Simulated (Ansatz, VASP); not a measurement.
# Two plane-wave programs on Mo

```xyz
1
Lattice="-1.5802 1.5802 1.5802 1.5802 -1.5802 1.5802 1.5802 1.5802 -1.5802" Properties=species:S:1:pos:R:3 pbc="T T T"
Mo    0.0000    0.0000    0.0000
```

Alike in both runs: functional PBE; k mesh 18 × 18 × 18; occupations gaussian, width 0.1 eV; no spin polarisation.

Ansatz relaxed the structure, and its values are those at the end. VASP's run is a single point on that final structure, the one shown.

|  | VASP | Ansatz |
| --- | --- | --- |
| version | VASP 6.6.1 | Ansatz 0.2.0 |
| potentials or method | VASP PAW PBE potentials, release 64 (Mo_sv) | scalar-relativistic, plane waves, PAW |
| plane-wave cutoff (eV) | 520 | 420 |
| valence electrons in the cell | 14 | 14 |

|  | VASP | Ansatz | Ansatz less VASP |
| --- | --- | --- | --- |
| gap on the k mesh at the Fermi level (eV) | none | none | - |
| pressure (GPa) | 0.5 | 0.0 | -0.52 |

A gap of «none» marks a metal or a gap that the smearing closes. With one functional, cell and mesh, what is left measures potentials, basis and numerics.
